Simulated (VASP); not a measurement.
Fe, 2 atoms in the cell. The structure is hexagonal, space group P6_3/mmc (No. 194). Conventional cell: a = 2.434 Å, b = 2.434 Å, c = 3.842 Å, α = 90.00°, β = 90.00°, γ = 120.00°. Fe (site symmetry -6m2) is surrounded by 12 Fe at 2.38 to 2.43 Å. This isn't the form of Fe at room conditions, which is bcc.

| Quantity | Value |
| --- | --- |
| Program | VASP 6.6.1 |
| Task | relaxation of cell and atoms |
| Functional | LDA |
| Potentials or basis | VASP PAW LDA potentials, release 64 (Fe) |
| Cutoff | 600 eV |
| k mesh | 10 × 10 × 6 |
| Occupations | fermi-dirac, width 0.05 eV |
| Spin | collinear spin, ferromagnetic start |
| Starting moments | [3.0, 3.0] μB |
| Ladder | gaps |
| Further INCAR settings | ALGO = Normal; EDIFF = 1e-06; IBRION = 2; EDIFFG = -0.02; NSW = 40; ISIF = 3 |

Potentials or basis: VASP PAW LDA potentials, release 64 (Fe).

The run is started by

```console
$ cat potpaw_LDA.64/Fe/POTCAR > POTCAR
$ mpirun -np 1 vasp_std > vasp.out
```

Hardware: 1 thread of Intel(R) Xeon(R) Platinum 8259CL CPU @ 2.50GHz (Skylake/Cascade Lake), with other jobs on the host.

**Question.** Estimate the wall time of this run.

**Answer.** Wall time 100 s on 1 thread of Intel(R) Xeon(R) Platinum 8259CL CPU @ 2.50GHz (Skylake/Cascade Lake) (shared host), peak memory 0.16 GiB. Counts: scf iterations 47, k points 56, ion steps 7.
